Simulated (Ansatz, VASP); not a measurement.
# Two plane-wave programs on InSb

```
CELL_PARAMETERS angstrom
0.00000 2.96114 2.96114
2.96114 0.00000 2.96114
2.96114 2.96114 0.00000
ATOMIC_POSITIONS crystal
In 0.50000 0.50000 0.50000
Sb 0.00000 0.00000 0.00000
```

Alike in both runs: task single point; functional PBEsol; k mesh 12 × 12 × 12; occupations gaussian, width 0.1 eV; no spin polarisation.

```csv
,VASP,Ansatz
version,VASP 6.6.1,Ansatz 0.2.0
potentials or method,"VASP PAW PBE potentials, release 64 (In_d, Sb)","scalar-relativistic, plane waves, PAW"
plane-wave cutoff (eV),520,420
valence electrons in the cell,18,28
```

```csv
,VASP,Ansatz,Ansatz less VASP
gap on the k mesh at the Fermi level (eV),none,none,-
pressure (GPa),3.8,3.7,-0.10
```

A gap of «none» marks a metal or a gap that the smearing closes. The two sets of potentials don't hold the same shells in valence.

Caveats: the PAW data sets were made with another functional, which shifts forces and pressure a little (VASP). The runs have no spin-orbit coupling, so splittings on Sb are missing.
